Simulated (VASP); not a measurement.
# Ag (Im-3m) in VASP: settings compared

Aim: see how the results for Ag move with the level of theory and the settings. Levels: PBEsol, RPBE. Tasks: relaxation of cell and atoms.

Program: VASP 6.6.1. These are calculated values, not measurements. Logs are shortened: lines on timing, memory, paths and dates and some standing lists are left out, and cuts for length are marked.

### Step 1. The crystal as given

Symmetry: Im-3m, No. 229, cubic system. Conventional cell: a = 3.246 Å, b = 3.246 Å, c = 3.246 Å, α = 90.00°, β = 90.00°, γ = 90.00°. Ag (site symmetry m-3m) is surrounded by 8 Ag at 2.81 Å.

This isn't the form of Ag at room conditions, which is fcc.

### Step 2. Relaxation of cell and atoms, PBEsol

INCAR

```
SYSTEM = Ag
PREC = Accurate
ENCUT = 580
EDIFF = 1E-7
ISMEAR = 0
SIGMA = 0.1
LREAL = .FALSE.
LASPH = .TRUE.
NELM = 100
ALGO = Normal
ISIF = 3
LWAVE = .FALSE.
LCHARG = .FALSE.
GGA = PS
IBRION = 2
NSW = 90
EDIFFG = -0.005
```

KPOINTS

```
Automatic mesh
0
G
  18 18 18
  0 0 0
```

POSCAR

```
Ag
1.0
   -1.6229757800      1.6229757800      1.6229757800
    1.6229757800     -1.6229757800      1.6229757800
    1.6229757800      1.6229757800     -1.6229757800
Ag
1
Direct
    0.0000000000      0.0000000000      0.0000000000
```

Potentials or basis: VASP PAW PBE potentials, release 64 (Ag).

Launch:

```console
$ cat potpaw_PBE.64/Ag/POTCAR > POTCAR
$ mpirun -np 1 vasp_std > vasp.out
```

OUTCAR:

```text
SYSTEM = Ag
   PREC = Accurate
   ENCUT = 580
   EDIFF = 1E-7
   ISMEAR = 0
   LREAL = .FALSE.
   LASPH = .TRUE.
   NELM = 100
   ISIF = 3
   GGA = PS
   IBRION = 2
   NSW = 90
   EDIFFG = -0.005

 ion  position               nearest neighbor table
   1  0.000  0.000  0.000-

  LATTYP: Found a body centered cubic cell.
 ALAT       =     3.2459515600

  Lattice vectors:

 A1 = (  -1.6229757800,   1.6229757800,   1.6229757800)
 A2 = (   1.6229757800,  -1.6229757800,   1.6229757800)
 A3 = (   1.6229757800,   1.6229757800,  -1.6229757800)

Analysis of symmetry for initial positions (statically):
=====================================================================
 Subroutine PRICEL returns:
 Original cell was already a primitive cell.

 Routine SETGRP: Setting up the symmetry group for a
 body centered cubic supercell.

 Subroutine GETGRP returns: Found 48 space group operations
 (whereof 48 operations were pure point group operations)
 out of a pool of 48 trial point group operations.

The static configuration has the point symmetry O_h .

Analysis of symmetry for dynamics (positions and initial velocities):
=====================================================================
 Subroutine PRICEL returns:
 Original cell was already a primitive cell.

 Routine SETGRP: Setting up the symmetry group for a
 body centered cubic supercell.

 Subroutine GETGRP returns: Found 48 space group operations
 (whereof 48 operations were pure point group operations)
 out of a pool of 48 trial point group operations.

The dynamic configuration has the point symmetry O_h .

 Subroutine INISYM returns: Found 48 space group operations
 (whereof 48 operations are pure point group operations),
 and found     1 'primitive' translations

----------------------------------------------------------------------------------------

                                     Primitive cell

  volume of cell :      17.1000

  direct lattice vectors                    reciprocal lattice vectors
    -1.622975780  1.622975780  1.622975780     0.000000000  0.308076070  0.308076070
     1.622975780 -1.622975780  1.622975780     0.308076070  0.000000000  0.308076070
     1.622975780  1.622975780 -1.622975780     0.308076070  0.308076070  0.000000000

  length of vectors
     2.811076510  2.811076510  2.811076510     0.435685356  0.435685356  0.435685356

  position of ions in fractional coordinates (direct lattice)
     0.000000000  0.000000000  0.000000000

  ion indices of the primitive-cell ions
   primitive index   ion index
                 1           1

----------------------------------------------------------------------------------------

 KPOINTS: Automatic mesh

Automatic generation of k-mesh.
 Grid dimensions read from file:
 generate k-points for:   18   18   18

 Generating k-lattice:

  Cartesian coordinates                     Fractional coordinates (reciprocal lattice)
     0.000000000  0.017115337  0.017115337     0.055555556  0.000000000  0.000000000
     0.017115337  0.000000000  0.017115337     0.000000000  0.055555556  0.000000000
     0.017115337  0.017115337  0.000000000     0.000000000  0.000000000  0.055555556

  Length of vectors
     0.024204742  0.024204742  0.024204742

  Shift w.r.t. Gamma in fractional coordinates (k-lattice)
     0.000000000  0.000000000  0.000000000

 Subroutine IBZKPT returns following result:
 ===========================================

 Found    195 irreducible k-points:

 Following reciprocal coordinates:
            Coordinates               Weight
  0.000000  0.000000  0.000000      1.000000
  0.055556  0.000000  0.000000     12.000000
  0.111111  0.000000  0.000000     12.000000
  0.166667  0.000000  0.000000     12.000000
  0.222222  0.000000  0.000000     12.000000
  0.277778  0.000000  0.000000     12.000000
[... 16 lines left out ...]
  0.333333  0.111111 -0.000000     48.000000
  0.388889  0.111111 -0.000000     48.000000
 [... further k-points ...]
   k-points           NKPTS =    195   k-points in BZ     NKDIM =    195   number of bands    NBANDS=      9
   number of dos      NEDOS =    301   number of ions     NIONS =      1
   total plane-waves  NPLWV =  13824
   dimension x,y,z NGX =    24 NGY =   24 NGZ =   24
   dimension x,y,z NGXF=    48 NGYF=   48 NGZF=   48
   ions per type =               1
   NGX,Y,Z   is equivalent  to a cutoff of  14.19, 14.19, 14.19 a.u.
   NGXF,Y,Z  is equivalent  to a cutoff of  28.39, 28.39, 28.39 a.u.
 SYSTEM =  Ag
   PREC   = accura    normal or accurate (medium, high low for compatibility)
   ISTART =      0    job   : 0-new  1-cont  2-samecut
   ICHARG =      2    charge: 1-file 2-atom 10-const
   ISPIN  =      1    spin polarized calculation?
   LNONCOLLINEAR =      F non collinear calculations
   LSORBIT =      F    spin-orbit coupling
   LASPH  =      T    aspherical Exc in radial PAW
   ENCUT  =  580.0 eV  42.63 Ry    6.53 a.u.   5.52  5.52  5.52*2*pi/ulx,y,z
   NELM   =    100;   NELMIN=  2; NELMDL= -5     # of ELM steps
   EDIFF  = 0.1E-06   stopping-criterion for ELM
   LREAL  =      F    real-space projection
   EDIFFG = -.5E-02   stopping-criterion for IOM
   NSW    =     90    number of steps for IOM
   IBRION =      2    ionic relax: 0-MD 1-quasi-New 2-CG
   NFREE  =      1    steps in history (QN), initial steepest desc. (CG)
   ISIF   =      3    stress and relaxation
   ISYM   =      2    0-nonsym 1-usesym 2-fastsym
   POTIM  = 0.5000    time-step for ionic-motion
   TEBEG  =    0.0;   TEEND  =   0.0 temperature during run
   PSTRESS=    0.0 pullay stress
   NELECT =      11.0000    total number of electrons
   NUPDOWN=      -1.0000    fix difference up-down
   EMIN   =  10.00;   EMAX   =-10.00  energy-range for DOS
   EFERMI =   0.00;   METHOD = LEGACY
   ISMEAR =     0;   SIGMA  =   0.10  broadening in eV -4-tet -1-fermi 0-gaus
   EFERMI_NEDOS =   21; number of points for ismear=-14 and -15
   IALGO  =     38    algorithm
   IMIX   =      4    mixing-type and parameters
     AMIX     =   0.40;   BMIX     =  1.00
     AMIX_MAG =   1.60;   BMIX_MAG =  1.00
  volume/ion in A,a.u.               =      17.10       115.40
  Fermi-wavevector in a.u.,A,eV,Ry     =   1.413211  2.670582 27.173086  1.997165
  Thomas-Fermi vector in A             =   2.534880
   LORBIT       =      0    0 simple, 1 ext, 2 COOP (PROOUT), +10 PAW based schemes
   GGA     = PS    functional components
   LHFCALC =     F    Hartree Fock is set to
   AEXX    =    0.0000 exact exchange contribution
   IVDW    =     0    specifies the selected vdW correction
   LEPSILON=     F    determine dielectric tensor
   LRPA    =     F    only Hartree local field effects (RPA)
 conjugate gradient relaxation of ions
 non-spin polarized calculation
 Gauss-broadening in eV      SIGMA  =   0.10
  energy-cutoff  :      580.00
  volume of cell :       17.10
 maximum number of plane-waves:       559
 NGX is ok and might be reduce to    24
   NGX = 11   NGY = 11   NGZ = 11

--------------------------------------- Ionic step        1  -------------------------------------------

 number of electron      11.0000000 magnetization

 Free energy of the ion-electron system (eV)
  ---------------------------------------------------
  ext. energy  EPLUGINS =         0.00000000
  ---------------------------------------------------
  free energy    TOTEN  =        -3.26498909 eV

  energy without entropy =       -3.26199145  energy(sigma->0) =       -3.26349027

------------------------ aborting loop because EDIFF is reached ----------------------------------------

  FORCE on cell =-STRESS in cart. coord.  units (eV):
  Direction    XX          YY          ZZ          XY          YZ          ZX
  --------------------------------------------------------------------------------------
  -------------------------------------------------------------------------------------
  Total       -0.2434246     -0.2434246     -0.2434246      0.0000000      0.0000000     -0.0000000
  in kB      -22.8075652    -22.8075652    -22.8075652      0.0000000      0.0000000     -0.0000000
  external PRESSURE =     -22.8075652 kB  Pullay stress =       0.0000000 kB
[... 55 lines left out ...]
  energy  without entropy=       -3.2634322766  energy(sigma->0) =       -3.26493023

--------------------------------------- Ionic step        3  -------------------------------------------

 number of electron      10.9999997 magnetization

 Free energy of the ion-electron system (eV)
  ---------------------------------------------------
  ext. energy  EPLUGINS =         0.00000000
  ---------------------------------------------------
  free energy    TOTEN  =        -3.26763393 eV

  energy without entropy =       -3.26463788  energy(sigma->0) =       -3.26613590

 E-fermi :   8.4884     XC(G=0): -12.5226

 val. band max:        8.4706281380   @ k =  -0.3889   0.4444   0.1111
 cond. band min:       8.4984183870   @ k =   0.2778   0.1667   0.0556
 fundamental gap:      0.0277902490
 Fermi energy:         8.4884369742

 k-point     1 :       0.0000    0.0000    0.0000
  band No.  band energies     occupation
      1       0.5303      2.00000
      2       3.5315      2.00000
      3       3.5315      2.00000
      4       3.5315      2.00000
      5       4.9227      2.00000
      6       4.9227      2.00000
      7      26.5029      0.00000
      8      26.5029      0.00000
      9      26.5029      0.00000
[... 265 lines left out ...]
 k-point    24 :       0.3889    0.1111   -0.0000
  band No.  band energies     occupation
      1       2.1819      2.00000
      2       2.8050      2.00000
      3       4.7316      2.00000
      4       4.8566      2.00000
      5       5.4931      2.00000
      6       8.5825      0.18356
      7      13.6630      0.00000
      8      20.6207      0.00000
      9      22.7553      0.00000

 [... further k-points ...]

------------------------ aborting loop because EDIFF is reached ----------------------------------------

  FORCE on cell =-STRESS in cart. coord.  units (eV):
  Direction    XX          YY          ZZ          XY          YZ          ZX
  --------------------------------------------------------------------------------------
  -------------------------------------------------------------------------------------
  Total        0.0003114      0.0003114      0.0003114      0.0000000     -0.0000000      0.0000000
  in kB        0.0298103      0.0298103      0.0298103      0.0000000     -0.0000000      0.0000000
  external PRESSURE =       0.0298103 kB  Pullay stress =       0.0000000 kB
[... 16 lines left out ...]
  FREE ENERGIE OF THE ION-ELECTRON SYSTEM (eV)
  ---------------------------------------------------
  free  energy   TOTEN  =        -3.2676339271 eV

  energy  without entropy=       -3.2646378809  energy(sigma->0) =       -3.26613590

 reached required accuracy - stopping structural energy minimisation
```

Wall time 28 s (1 thread of Intel Xeon 6975P-C (Granite Rapids), shared host); peak memory 0.18 GiB.

Results:

```yaml
Free_energy: -3.2676 eV
Relaxed_volume: 16.74 Å³/atom
Relaxed_cell: a = 2.791 Å, b = 2.791 Å, c = 2.791 Å, α = 109.47°, β = 109.47°, γ = 109.47°
Space_group_after_relaxing_to_0.05_Å: Im-3m (No. 229)
Energy_gained_by_relaxing: 2.6 meV/atom
Ionic_steps: 3
Pressure_after_relaxing: 0.0 GPa
Band_gap_on_the_k_mesh: none (metal or under the smearing width)
```

Step by step:
```
step  energy change (eV)  largest force (eV/Å)  pressure (GPa)  volume (Å³)
   1              0.0000                0.0000           -2.28        17.10
   2             -0.0014                0.0000            1.69        16.50
   3             -0.0026                0.0000            0.00        16.74
```

Final structure:
```
Ag
1.0
    -1.61146    1.61146    1.61146
     1.61146   -1.61146    1.61146
     1.61146    1.61146   -1.61146
Ag
1
Cartesian
  0.0000 0.0000 0.0000
```

Caveat: the PAW data sets were made with another functional, which shifts forces and pressure a little.

### Step 3. Relaxation of cell and atoms, RPBE

Edit INCAR of step 2 so:

```diff
@@ -2,3 +2,3 @@
 PREC = Accurate
-ENCUT = 580
+ENCUT = 600
 EDIFF = 1E-7
@@ -13,3 +13,3 @@
 LCHARG = .FALSE.
-GGA = PS
+GGA = RP
 IBRION = 2
```

KPOINTS is that of step 2.

POSCAR is that of step 2.

Potentials or basis: VASP PAW PBE potentials, release 64 (Ag).

Launch:

```console
$ cat potpaw_PBE.64/Ag/POTCAR > POTCAR
$ mpirun -np 1 vasp_std > vasp.out
```

It took 31 s on 1 thread of Intel Xeon 6975P-C (Granite Rapids), shared host; peak memory 0.18 GiB.

It converged, with:

- Free energy: -2.1678 eV
- Relaxed volume: 18.85 Å³/atom
- Relaxed cell: a = 2.904 Å, b = 2.904 Å, c = 2.904 Å, α = 109.47°, β = 109.47°, γ = 109.47°
- Space group after relaxing (to 0.05 Å): Im-3m (No. 229)
- Energy gained by relaxing: 45.4 meV/atom
- Ionic steps: 3
- Pressure after relaxing: 0.0 GPa
- Band gap on the k mesh: none (metal or under the smearing width)

Step by step:
| step | energy change (eV) | largest force (eV/Å) | pressure (GPa) | volume (Å³) |
| --- | --- | --- | --- | --- |
| 1 | 0.0000 | 0.0000 | 9.19 | 17.10 |
| 2 | -0.0388 | 0.0000 | -2.59 | 19.65 |
| 3 | -0.0454 | 0.0000 | 0.04 | 18.85 |

Final structure:
```
Ag
1.0
    -1.67661    1.67661    1.67661
     1.67661   -1.67661    1.67661
     1.67661    1.67661   -1.67661
Ag
1
Direct
  0.00000 0.00000 0.00000
```

Levels at points of the mesh, in eV from the Fermi level:
| k point | band 3 | band 4 | band 5 | band 6 | band 7 | band 8 | band 9 |
| --- | --- | --- | --- | --- | --- | --- | --- |
| (0.00, 0.00, 0.00) | -4.63 | -4.63 | -3.51 | -3.51 | 17.54 | 17.54 | 17.54 |
| (0.50, 0.00, 0.00) | -3.56 | -3.42 | -2.67 | 0.15 | 3.58 | 12.93 | 13.63 |
| (0.50, 0.50, 0.50) | -2.88 | -2.88 | -2.88 | 6.62 | 6.62 | 6.62 | 11.49 |

Caveat: the PAW data sets were made with another functional, which shifts forces and pressure a little.
